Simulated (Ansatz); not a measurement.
Write the native input for Ansatz 0.2.0 that does the following.

| Property | Result |
| --- | --- |
| Task | relaxation of cell and atoms |
| Functional | PBE |
| Dispersion | D3(BJ) |
| Potentials or basis | Ansatz PAW |
| Cutoff | 420 eV (not typed: the program's choice for these potentials) |
| k mesh | 8 × 8 × 8 |
| Occupations | fermi-dirac, width 0.05 eV |
| Spin | collinear spin, ferromagnetic start |
| Starting moments | [1.0, 1.0, 1.0, 0.0] μB |

Crystal: AlNi3.

```xyz
4
Lattice="3.5231 0.0000 0.0000 0.0000 3.5231 0.0000 0.0000 0.0000 3.5231" Properties=species:S:1:pos:R:3 pbc="T T T"
Ni    1.7615    1.7615    0.0000
Ni    1.7615    0.0000    1.7615
Ni    0.0000    1.7615    1.7615
Al    0.0000    0.0000    0.0000
```

The cell is a database's computed one.

The input as run:

input.yaml

```yaml
crystal:
  lattice:
    - [3.5230547267, 0.0, 0.0]
    - [0.0, 3.5230547267, 0.0]
    - [0.0, 0.0, 3.5230547267]
  atoms:
    - { symbol: Ni, position: [0.5, 0.5, 0.0], spin: 1.0 }
    - { symbol: Ni, position: [0.5, 0.0, 0.5], spin: 1.0 }
    - { symbol: Ni, position: [0.0, 0.5, 0.5], spin: 1.0 }
    - { symbol: Al, position: [0.0, 0.0, 0.0] }
hamiltonian:
  xc: pbe
  pseudopotentials: { kind: paw }
  dispersion: d3bj
magnetization:
  spin_polarized: true
kpoints:
  mp_grid: { grid: [8, 8, 8] }
scf:
  occupations: { method: fermi_dirac, width: 0.05 }
output:
  forces: true
  stress: true
  eigenvalues: true
relax:
  f_tol: 0.01
  max_steps: 40
  cell: { stress_tol: 0.05 }
```

Potentials or basis: Ansatz PAW.

Command:

```sh
$ ansatz run input.yaml --threads 2 --pin off --max-ram 5632MiB --backend cpu --events-out ev --progress --plain --runs-dir out
```

Results of the run:

```yaml
Relaxed_volume: 10.94 Å³/atom
Relaxed_cell: a = 3.524 Å, b = 3.524 Å, c = 3.524 Å, α = 90.00°, β = 90.00°, γ = 90.00°
Space_group_after_relaxing_to_0.05_Å: Pm-3m (No. 221)
Energy_gained_by_relaxing: 0.0 meV/atom
Ionic_steps: 4
Pressure_after_relaxing: 0.0 GPa
Band_gap_on_the_k_mesh: none (metal or under the smearing width)
Net_moment: 0.70 μB per cell
Absolute_moment: 0.88 μB per cell
Site_moments: Ni +0.26; Al -0.02 μB
```

Caveat: the plane-wave basis is chosen anew once the cell has moved, so the energies of steps on either side of that aren't comparable; pairwise dispersion overbinds metals, which lowers pressure and volume.

It took 19 s on 2 threads of Intel(R) Xeon(R) Platinum 8259CL CPU @ 2.50GHz (Skylake/Cascade Lake) (shared host), peak memory 0.45 GiB.
